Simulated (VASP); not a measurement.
# WC (Qusongite) (P-6m2) in VASP: a series of runs

The runs below take WC (Qusongite) through relaxation of cell and atoms, with PBEsol, AM05.

All numbers are computed with VASP 6.6.1; they aren't measurements. Logs are shortened: lines on timing, memory, paths and dates and some standing lists are left out, and cuts for length are marked.

### Step 1. The structure

Symmetry: P-6m2, No. 187, hexagonal system. The conventional cell has a = 2.907 Å, b = 2.907 Å, c = 2.837 Å, α = 90.00°, β = 90.00°, γ = 120.00°. W (site symmetry -6m2) has 6 C at 2.20 Å as nearest neighbours. C (site symmetry -6m2) has 6 W at 2.20 Å as nearest neighbours.

### Step 2. Relaxation of cell and atoms, PBEsol

INCAR

```
ALGO = Normal
EDIFF = 1E-6
EDIFFG = -0.01
ENCUT = 600
GGA = PS
IBRION = 2
ISIF = 3
ISMEAR = 1
LASPH = True
LCHARG = False
LREAL = False
LWAVE = False
NELM = 80
NSW = 90
PREC = Accurate
SIGMA = 0.1
```

KPOINTS

```
k-points
0
Gamma
  15 15 13
```

POSCAR

```
WC
1.0
    2.9065000000      0.0000000000      0.0000000000
   -1.4532500000      2.5171028361      0.0000000000
    0.0000000000      0.0000000000      2.8366000000
W C
1 1
Direct
    0.0000000000      0.0000000000      0.0000000000
    0.6666666667      0.3333333333      0.5000000000
```

Potentials or basis: VASP PAW PBE potentials, release 64 (W_sv, C).

Started as:

```sh
> cat potpaw_PBE.64/W_sv/POTCAR potpaw_PBE.64/C/POTCAR > POTCAR
> mpirun -np 1 vasp_std > vasp.out
```

OUTCAR:

```text
EDIFF = 1E-6
   EDIFFG = -0.01
   ENCUT = 600
   GGA = PS
   IBRION = 2
   ISIF = 3
   ISMEAR = 1
   LASPH = True
   LREAL = False
   NELM = 80
   NSW = 90
   PREC = Accurate

 ion  position               nearest neighbor table
   1  0.000  0.000  0.000-   2 2.20   2 2.20   2 2.20   2 2.20   2 2.20   2 2.20
   2  0.667  0.333  0.500-   1 2.20   1 2.20   1 2.20   1 2.20   1 2.20   1 2.20

  LATTYP: Found a hexagonal cell.
 ALAT       =     2.9065000000
 C/A-ratio  =     0.9759504559

  Lattice vectors:

 A1 = (   2.9065000000,   0.0000000000,   0.0000000000)
 A2 = (  -1.4532500000,   2.5171028361,   0.0000000000)
 A3 = (   0.0000000000,   0.0000000000,   2.8366000000)

Analysis of symmetry for initial positions (statically):
=====================================================================
 Subroutine PRICEL returns:
 Original cell was already a primitive cell.

 Routine SETGRP: Setting up the symmetry group for a
 hexagonal supercell.

 Subroutine GETGRP returns: Found 12 space group operations
 (whereof 12 operations were pure point group operations)
 out of a pool of 24 trial point group operations.

The static configuration has the point symmetry D_3h.

Analysis of symmetry for dynamics (positions and initial velocities):
=====================================================================
 Subroutine PRICEL returns:
 Original cell was already a primitive cell.

 Routine SETGRP: Setting up the symmetry group for a
 hexagonal supercell.

 Subroutine GETGRP returns: Found 12 space group operations
 (whereof 12 operations were pure point group operations)
 out of a pool of 24 trial point group operations.

The dynamic configuration has the point symmetry D_3h.

 Subroutine INISYM returns: Found 12 space group operations
 (whereof 12 operations are pure point group operations),
 and found     1 'primitive' translations

----------------------------------------------------------------------------------------

                                     Primitive cell

  volume of cell :      20.7525

  direct lattice vectors                    reciprocal lattice vectors
     2.906500000  0.000000000  0.000000000     0.344056425  0.198641070  0.000000000
    -1.453250000  2.517102836  0.000000000     0.000000000  0.397282139  0.000000000
     0.000000000  0.000000000  2.836600000     0.000000000  0.000000000  0.352534725

  length of vectors
     2.906500000  2.906500000  2.836600000     0.397282139  0.397282139  0.352534725

  position of ions in fractional coordinates (direct lattice)
     0.000000000  0.000000000  0.000000000
     0.666666667  0.333333333  0.500000000

  ion indices of the primitive-cell ions
   primitive index   ion index
                 1           1
                 2           2

----------------------------------------------------------------------------------------

 KPOINTS: k-points

Automatic generation of k-mesh.
 Grid dimensions read from file:
 generate k-points for:   15   15   13

 Generating k-lattice:

  Cartesian coordinates                     Fractional coordinates (reciprocal lattice)
     0.022937095  0.013242738  0.000000000     0.066666667  0.000000000  0.000000000
     0.000000000  0.026485476  0.000000000     0.000000000  0.066666667  0.000000000
     0.000000000  0.000000000  0.027118056     0.000000000  0.000000000  0.076923077

  Length of vectors
     0.026485476  0.026485476  0.027118056

  Shift w.r.t. Gamma in fractional coordinates (k-lattice)
     0.000000000  0.000000000  0.000000000

 Subroutine IBZKPT returns following result:
 ===========================================

 Found    189 irreducible k-points:

 Following reciprocal coordinates:
            Coordinates               Weight
  0.000000  0.000000  0.000000      1.000000
  0.066667 -0.000000  0.000000      6.000000
  0.133333 -0.000000  0.000000      6.000000
  0.200000 -0.000000  0.000000      6.000000
  0.266667 -0.000000  0.000000      6.000000
  0.333333  0.000000  0.000000      6.000000
[... 16 lines left out ...]
  0.333333  0.200000  0.000000     12.000000
  0.400000  0.200000  0.000000      6.000000
 [... further k-points ...]
   k-points           NKPTS =    189   k-points in BZ     NKDIM =    189   number of bands    NBANDS=     13
   number of dos      NEDOS =    301   number of ions     NIONS =      2
   total plane-waves  NPLWV =  13824
   dimension x,y,z NGX =    24 NGY =   24 NGZ =   24
   dimension x,y,z NGXF=    48 NGYF=   48 NGZF=   48
   ions per type =               1   1
   NGX,Y,Z   is equivalent  to a cutoff of  13.73, 13.73, 14.07 a.u.
   NGXF,Y,Z  is equivalent  to a cutoff of  27.46, 27.46, 28.13 a.u.
 SYSTEM =  unknown system
   PREC   = accura    normal or accurate (medium, high low for compatibility)
   ISTART =      0    job   : 0-new  1-cont  2-samecut
   ICHARG =      2    charge: 1-file 2-atom 10-const
   ISPIN  =      1    spin polarized calculation?
   LNONCOLLINEAR =      F non collinear calculations
   LSORBIT =      F    spin-orbit coupling
   LASPH  =      T    aspherical Exc in radial PAW
   ENCUT  =  600.0 eV  44.10 Ry    6.64 a.u.   5.81  5.81  5.67*2*pi/ulx,y,z
   NELM   =     80;   NELMIN=  2; NELMDL= -5     # of ELM steps
   EDIFF  = 0.1E-05   stopping-criterion for ELM
   LREAL  =      F    real-space projection
   EDIFFG = -.1E-01   stopping-criterion for IOM
   NSW    =     90    number of steps for IOM
   IBRION =      2    ionic relax: 0-MD 1-quasi-New 2-CG
   NFREE  =      1    steps in history (QN), initial steepest desc. (CG)
   ISIF   =      3    stress and relaxation
   ISYM   =      2    0-nonsym 1-usesym 2-fastsym
   POTIM  = 0.5000    time-step for ionic-motion
   TEBEG  =    0.0;   TEEND  =   0.0 temperature during run
   PSTRESS=    0.0 pullay stress
   NELECT =      18.0000    total number of electrons
   NUPDOWN=      -1.0000    fix difference up-down
   EMIN   =  10.00;   EMAX   =-10.00  energy-range for DOS
   EFERMI =   0.00;   METHOD = LEGACY
   ISMEAR =     1;   SIGMA  =   0.10  broadening in eV -4-tet -1-fermi 0-gaus
   EFERMI_NEDOS =   21; number of points for ismear=-14 and -15
   IALGO  =     38    algorithm
   IMIX   =      4    mixing-type and parameters
     AMIX     =   0.40;   BMIX     =  1.00
     AMIX_MAG =   1.60;   BMIX_MAG =  1.00
  volume/ion in A,a.u.               =      10.38        70.02
  Fermi-wavevector in a.u.,A,eV,Ry     =   1.561262  2.950358 33.164744  2.437540
  Thomas-Fermi vector in A             =   2.664353
   LORBIT       =      0    0 simple, 1 ext, 2 COOP (PROOUT), +10 PAW based schemes
   GGA     = PS    functional components
   LHFCALC =     F    Hartree Fock is set to
   AEXX    =    0.0000 exact exchange contribution
   IVDW    =     0    specifies the selected vdW correction
   LEPSILON=     F    determine dielectric tensor
   LRPA    =     F    only Hartree local field effects (RPA)
 conjugate gradient relaxation of ions
 non-spin polarized calculation
 Methfessel and Paxton  Order N= 1 SIGMA  =   0.10
  energy-cutoff  :      600.00
  volume of cell :       20.75
 maximum number of plane-waves:       704
 NGX is ok and might be reduce to    24
   NGX = 11   NGY = 11   NGZ = 11

--------------------------------------- Ionic step        1  -------------------------------------------

 number of electron      18.0000000 magnetization

 Free energy of the ion-electron system (eV)
  ---------------------------------------------------
  ext. energy  EPLUGINS =         0.00000000
  ---------------------------------------------------
  free energy    TOTEN  =       -23.90038999 eV

  energy without entropy =      -23.90040146  energy(sigma->0) =      -23.90039382

------------------------ aborting loop because EDIFF is reached ----------------------------------------

  FORCE on cell =-STRESS in cart. coord.  units (eV):
  Direction    XX          YY          ZZ          XY          YZ          ZX
  --------------------------------------------------------------------------------------
  -------------------------------------------------------------------------------------
  Total       -0.2876312     -0.2876312     -0.3562988      0.0000000      0.0000000      0.0000000
  in kB      -22.2063536    -22.2063536    -27.5077842      0.0000000      0.0000000      0.0000000
  external PRESSURE =     -23.9734971 kB  Pullay stress =       0.0000000 kB
[... 57 lines left out ...]
  energy  without entropy=      -23.8935671681  energy(sigma->0) =      -23.89363879

--------------------------------------- Ionic step        3  -------------------------------------------

 number of electron      18.0000001 magnetization

 Free energy of the ion-electron system (eV)
  ---------------------------------------------------
  ext. energy  EPLUGINS =         0.00000000
  ---------------------------------------------------
  free energy    TOTEN  =       -23.90130899 eV

  energy without entropy =      -23.90128557  energy(sigma->0) =      -23.90130119

 E-fermi :  10.9956     XC(G=0): -13.9598

 val. band max:       10.9865766180   @ k =   0.4667  -0.0000   0.3846
 cond. band min:      11.0020004659   @ k =   0.1333  -0.0000   0.4615
 fundamental gap:      0.0154238479
 Fermi energy:        10.9956090381

 k-point     1 :       0.0000    0.0000    0.0000
  band No.  band energies     occupation
      1     -62.9067      2.00000
      2     -26.8929      2.00000
      3     -26.7884      2.00000
      4     -26.7884      2.00000
      5      -3.4580      2.00000
      6       6.6522      2.00000
      7       7.6581      2.00000
      8       7.6581      2.00000
      9      11.1373     -0.06230
     10      14.2694      0.00000
     11      14.2694      0.00000
     12      16.7042      0.00000
     13      16.7042      0.00000
[... 353 lines left out ...]
 k-point    24 :       0.4000    0.2000    0.0000
  band No.  band energies     occupation
      1     -62.8418      2.00000
      2     -27.5271      2.00000
      3     -27.1694      2.00000
      4     -26.7692      2.00000
      5       0.4181      2.00000
      6       4.1899      2.00000
      7       6.9142      2.00000
      8       7.5018      2.00000
      9      11.0556      0.16016
     10      12.0960     -0.00000
     11      13.9265      0.00000
     12      15.0975      0.00000
     13      19.6172      0.00000

 [... further k-points ...]

------------------------ aborting loop because EDIFF is reached ----------------------------------------

  FORCE on cell =-STRESS in cart. coord.  units (eV):
  Direction    XX          YY          ZZ          XY          YZ          ZX
  --------------------------------------------------------------------------------------
  -------------------------------------------------------------------------------------
  Total       -0.0091844     -0.0091844      0.0107427     -0.0000000      0.0000000      0.0000000
  in kB       -0.7132189     -0.7132189      0.8342313     -0.0000000      0.0000000      0.0000000
  external PRESSURE =      -0.1974022 kB  Pullay stress =       0.0000000 kB
[... 17 lines left out ...]
  FREE ENERGIE OF THE ION-ELECTRON SYSTEM (eV)
  ---------------------------------------------------
  free  energy   TOTEN  =       -23.9013089940 eV

  energy  without entropy=      -23.9012855745  energy(sigma->0) =      -23.90130119

 reached required accuracy - stopping structural energy minimisation
```

Run time: 69 s. Hardware: 1 thread of Intel Xeon Platinum 8375C at 2.90GHz (Ice Lake), shared host; peak memory 0.2 GiB.

Results:

```
Free energy                            : -23.9013 eV
Relaxed volume                         : 10.32 Å³/atom
Relaxed cell                           : a = 2.901 Å, b = 2.901 Å, c = 2.830 Å, α = 90.00°, β = 90.00°, γ = 120.00°
Space group after relaxing (to 0.05 Å) : P-6m2 (No. 187)
Energy gained by relaxing              : 0.5 meV/atom
Ionic steps                            : 3
Pressure after relaxing                : 0.0 GPa
Band gap on the k mesh                 : none (metal or under the smearing width)
```

The path:
```tsv
step	energy change (eV)	largest force (eV/Å)	pressure (GPa)	volume (Å³)
1	0.0000	0.0000	-2.40	20.75
2	0.0067	0.0000	7.18	20.29
3	-0.0009	0.0000	-0.02	20.63
```

Final structure:
```xyz
2
Lattice="2.9013 0.0000 0.0000 -1.4506 2.5126 0.0000 0.0000 0.0000 2.8303" Properties=species:S:1:pos:R:3 pbc="T T T"
W     0.0000    0.0000    2.8303
C     1.4506    0.8375    1.4151
```

Caveat: the PAW data sets were made with another functional, which shifts forces and pressure a little.

(Part 1 of 2 ends here.)
